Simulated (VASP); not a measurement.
## CO2 (strained database structure), PBE single-point calculation: VASP's output and Ansatz's

POSCAR

```
C  O
 1.0000000000000000
     3.9678365154000002    0.0000000000000000    0.0000000000000000
     0.0000000000000000    3.9678365154000002    0.0000000000000000
     0.0000000000000000    0.0000000000000000    4.3582814193999999
 C   O
   2   4
Cartesian
  1.9839182577000001  1.9839182577000001  2.1791407097000004
 -0.0000000000000000  0.0000000000000000  0.0000000000000000
  1.1645879358292557  2.8032485795707451  2.1791407097000004
  2.8032485795707451  1.1645879358292557  2.1791407097000004
  0.8193303218707445  0.8193303218707445  0.0000000000000000
  3.1485061935292551  3.1485061935292551  0.0000000000000000
```

VASP ran with the recommended PBE PAW datasets (32 valence electrons in the cell).

From OUTCAR

```
k-points           NKPTS =     40   k-points in BZ     NKDIM =     40   number of bands    NBANDS=     25

   NELECT =      32.0000    total number of electrons

   dimension x,y,z NGX =    30 NGY =   30 NGZ =   32
   dimension x,y,z NGXF=    60 NGYF=   60 NGZF=   64

  energy-cutoff  :      520.00
  volume of cell :       68.62
      direct lattice vectors                 reciprocal lattice vectors
     3.967836515  0.000000000  0.000000000     0.252026513  0.000000000  0.000000000
     0.000000000  3.967836515  0.000000000     0.000000000  0.252026513  0.000000000
     0.000000000  0.000000000  4.358281419     0.000000000  0.000000000  0.229448240

 k-points in reciprocal lattice and weights: KPOINTS created by Atomic Simulation Env
   0.00000000  0.00000000  0.00000000       0.005
   0.16666667  0.00000000  0.00000000       0.019
   0.33333333  0.00000000  0.00000000       0.019
   0.50000000  0.00000000  0.00000000       0.009
   0.16666667  0.16666667  0.00000000       0.019
   0.33333333  0.16666667  0.00000000       0.037
   0.50000000  0.16666667  0.00000000       0.019
   0.33333333  0.33333333  0.00000000       0.019
   ...

 E-fermi :  -1.1847

 k-point     1 :       0.0000    0.0000    0.0000
  band No.  band energies     occupation
      1     -23.0574      2.00000
      2     -22.4779      2.00000
      3     -21.6164      2.00000
      4     -21.6164      2.00000
      5      -7.7354      2.00000
      6      -7.2425      2.00000
      7      -7.0822      2.00000
      8      -6.2756      2.00000
      9      -6.2756      2.00000
     10      -5.1713      2.00000
     11      -5.1713      2.00000
     12      -5.0588      2.00000
     13      -3.7555      2.00000
     14      -2.4740      2.00000
     15      -2.3778      2.00000
     16      -2.3778      2.00000
     17       5.1464      0.00000
     18       5.3976      0.00000
     19       6.0028      0.00000
     20       6.0028      0.00000
     21       7.7438      0.00000
     22       9.1839      0.00000
     23      12.7996      0.00000
     24      14.3411      0.00000
     25      15.7759      0.00000

 k-point     2 :       0.1667    0.0000    0.0000
  band No.  band energies     occupation
      1     -23.0082      2.00000
      2     -22.4980      2.00000
      3     -21.6350      2.00000
      4     -21.6262      2.00000
      5      -7.6584      2.00000
      6      -7.1805      2.00000
      7      -7.1196      2.00000
      8      -6.4562      2.00000
      9      -6.2046      2.00000
     10      -5.3790      2.00000
     11      -5.2528      2.00000
     12      -5.2364      2.00000
     13      -3.4540      2.00000
     14      -2.3832      2.00000
     15      -2.3672      2.00000
     16      -2.3668      2.00000
     17       5.5376      0.00000
     18       5.5526      0.00000
     19       6.0711      0.00000
     20       6.0824      0.00000
     21       7.5390      0.00000
     22       9.4688      0.00000
     23      12.3103      0.00000
     24      14.2523      0.00000
     25      15.3832      0.00000

 k-point     3 :       0.3333    0.0000    0.0000
  band No.  band energies     occupation
      1     -22.8776      2.00000
      2     -22.5727      2.00000
      3     -21.6659      2.00000
      4     -21.6503      2.00000
      5      -7.4703      2.00000
      6      -7.3204      2.00000
      7      -6.7706      2.00000
      8      -6.7309      2.00000
      9      -6.2751      2.00000
     10      -5.6922      2.00000
     11      -5.6300      2.00000
     12      -5.3939      2.00000
     13      -2.9030      2.00000
     14      -2.3456      2.00000
     15      -2.3450      2.00000
     16      -2.3078      2.00000
     17       5.9153      0.00000
     18       6.2363      0.00000
     19       6.2679      0.00000
     20       6.6830      0.00000
     21       7.0381      0.00000
     22       9.6156      0.00000
     23      11.6743      0.00000
     24      13.9111      0.00000
     25      14.4633      0.00000

 k-point     4 :       0.5000    0.0000    0.0000
  band No.  band energies     occupation
      1     -22.7118      2.00000
      2     -22.7118      2.00000
      3     -21.6712      2.00000
      4     -21.6712      2.00000
      5      -7.3685      2.00000
      6      -7.3685      2.00000
      7      -6.6448      2.00000
      8      -6.6448      2.00000
      9      -6.2574      2.00000
     10      -6.2574      2.00000
     11      -5.5459      2.00000
     12      -5.5459      2.00000
     13      -2.4737      2.00000
     14      -2.4737      2.00000
     15      -2.3344      2.00000
     16      -2.3344      2.00000
     17       6.3582      0.00000
     18       6.3582      0.00000
     19       6.4469      0.00000
     20       6.4469      0.00000
     21       8.2557      0.00000
     22       8.2557      0.00000
     23      12.6691      0.00000
     24      12.6691      0.00000
     25      14.1967      0.00000

 ...

  Total        5.9093444      5.9093444      2.8179664      0.0000000      0.0000000      0.0000000
  in kB      137.9834734    137.9834734     65.7996507      0.0000000      0.0000000      0.0000000
  external PRESSURE =     113.9221992 kB  Pullay stress =       0.0000000 kB

 POSITION                                       TOTAL-FORCE (eV/Angst)
 -----------------------------------------------------------------------------------
      1.98392      1.98392      2.17914         0.000000      0.000000      0.000000
      0.00000      0.00000      0.00000         0.000000      0.000000      0.000000
      1.16459      2.80325      2.17914        -1.003732      1.003732      0.000000
      2.80325      1.16459      2.17914         1.003732     -1.003732      0.000000
      0.81933      0.81933      0.00000         1.003732      1.003732     -0.000000
      3.14851      3.14851      0.00000        -1.003732     -1.003732      0.000000
 -----------------------------------------------------------------------------------
    total drift:                                0.000000      0.000000      0.000000

  FREE ENERGIE OF THE ION-ELECTRON SYSTEM (eV)
  ---------------------------------------------------
  free  energy   TOTEN  =       -45.5652571245 eV

  energy  without entropy=      -45.5652571245  energy(sigma->0) =      -45.56525712
```

The two codes use different PAW datasets and cutoffs. VASP's cell holds 32 valence electrons and Ansatz's 32. Ansatz's stress includes a Pulay correction; VASP's doesn't.

**Question.** What does Ansatz give for the same cell and level of theory?

**Answer.** gap between bands v and c 6.82 eV; least direct gap 7.45 eV; pressure 9.3 GPa; largest force 0.74 eV/Å.

Ansatz printed

```
SCF 1 converged in 6 iterations: F = -2769.319152 eV  dr2 = 1.55e-8
  greatest PAW one-centre occupation: 0.885 electrons in one spin orbital (limit 2), on the O atom at site 3 (counted from 0), in its partial waves of l = 0
NSCF: frozen V_eff on 8 k-points
SCF converged after 6 iterations
Free energy (F): -2769.319152 eV
Harris-Foulkes:  -2769.319152 eV  (|F-HF|=8.20e-9)
Internal energy: -2769.319152 eV  (E = F + TS)
E sigma→0 (E₀):  -2769.319152 eV
Fermi energy:    3.733273 eV
--- Per-component energies (eV) ---
  E_band       = -236.949964
  E_kinetic    = 876.175986
  E_local      = -2081.671327  (includes V_loc(G=0)·N_el)
  E_nonlocal   = 251.145510
  E_hartree    = 681.023678
  E_xc         = -384.346875
  E_vxc        = -485.936297  (∫ρ·V_xc dr)
  E_paw        = -832.717590  (= ΣΔE_a)
  E_vpaw       = -158.723861  (= ΣTr[D̂ρ^β])
  E_aug_tail   = 0.009965  (compensation charges beyond the density's cutoff)
  E_ewald      = -1278.938499
  E_smearing   = -0.000000  (= −TS)
  E_closure    = 0.000000  (closes the sum)
  Σ components = -2769.319152   (vs F -2769.319152, Δ=0.00e0)
--- Forces (eV/Å), atoms counted from 1 ---
  atom   1  C     -0.00000000     0.00000000    -0.00000000
  atom   2  C      0.00000000     0.00000000     0.00000000
  atom   3  O     -0.52259624     0.52259624     0.00000000
  atom   4  O      0.52259624    -0.52259624    -0.00000000
  atom   5  O      0.52259624     0.52259624    -0.00000000
  atom   6  O     -0.52259624    -0.52259624     0.00000000
  max |Σ_I F_I| component: 1.11e-16 eV/Å
--- Stress (GPa, compression-positive) ---
       10.513765       0.000000       0.000000
        0.000000      10.513765       0.000000
        0.000000       0.000000       6.971066
  P = ⅓ Tr σ = 9.3329 GPa (93.329 kbar)
--- Band table (eV; the first three rows and the last of 40) ---
  k-point 0: bands = ["-20.9926", "-20.4028", "-19.5629", "-19.5629", "-5.8707", "-5.2741", "-5.2069", "-4.3635", "-4.3635", "-3.2310", "-3.2310", "-3.0852", "-1.7914", "-0.5089", "-0.4124", "-0.4124", "7.1427", "7.3686", "7.9701", "7.9701", "9.7115"]
  k-point 1: bands = ["-20.9543", "-20.4435", "-19.5623", "-19.5623", "-5.9738", "-5.3303", "-4.9991", "-4.3102", "-4.3102", "-3.3143", "-3.3143", "-3.1735", "-1.7140", "-0.6051", "-0.4078", "-0.4078", "7.1467", "7.7904", "8.0323", "8.0323", "9.4670"]
  k-point 2: bands = ["-20.8486", "-20.5537", "-19.5610", "-19.5610", "-6.0178", "-5.6109", "-4.4734", "-4.1674", "-4.1674", "-3.5150", "-3.5150", "-3.4567", "-1.4974", "-0.8587", "-0.3995", "-0.3995", "7.4890", "8.1578", "8.1578", "8.6231", "8.8578"]
  k-point 39: bands = ["-20.5354", "-20.5354", "-19.7055", "-19.7055", "-6.0521", "-6.0521", "-4.8905", "-4.8905", "-4.2649", "-4.2649", "-3.4827", "-3.4827", "-0.3677", "-0.3677", "0.2953", "0.2953", "7.7496", "7.7496", "8.6520", "8.6520", "12.3397"]
```
